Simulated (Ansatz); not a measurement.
The system is InP.

```xyz
2
Lattice="0.0000 2.9305 2.9305 2.9305 0.0000 2.9305 2.9305 2.9305 0.0000" Properties=species:S:1:pos:R:3 pbc="T T T"
In    0.0000    0.0000    0.0000
P     4.3957    4.3957    4.3957
```

| Property | Result |
| --- | --- |
| Program | Ansatz 0.2.0 |
| Task | relaxation of cell and atoms |
| Functional | B3LYP |
| Potentials or basis | Ansatz PAW |
| Cutoff | 420 eV (not typed: the program's choice for these potentials) |
| k mesh | 4 × 4 × 4 |
| Occupations | fermi-dirac, width 0.05 eV |
| Spin | no spin polarisation |

At the start: volume 25.17 Å³/atom.

Where does the relaxation end?

It ends after 5 steps and the volume is 26.85 Å³/atom (+6.7 %); space group F-43m (No. 216, to 0.05 Å).

The path:
```
step  energy change (eV)  largest force (eV/Å)  volume (Å³)
   1              0.0000                0.0000        50.33
   2             -0.0431                0.0000        54.30
   3             -0.0445                0.0000        53.76
   4             -0.0445                0.0000        53.69
   5             -0.0453                0.0000        53.69
```

Final structure:
```yaml
crystal:
  lattice:
    - [0.00000, 2.99425, 2.99425]
    - [2.99425, 0.00000, 2.99425]
    - [2.99425, 2.99425, 0.00000]
  atoms:
    - { symbol: In, position: [0.00000, 0.00000, 0.00000] }
    - { symbol: P, position: [0.75000, 0.75000, 0.75000] }
```

Caveat: the k mesh is coarse (spacing up to 0.46 Å⁻¹), so the values aren't converged, least of all with exact exchange; the plane-wave basis is chosen anew once the cell has moved, so the energies of steps on either side of that aren't comparable; the PAW data sets come from PBE, with cores solved anew for the run's functional, which leaves a small shift of forces and pressure.
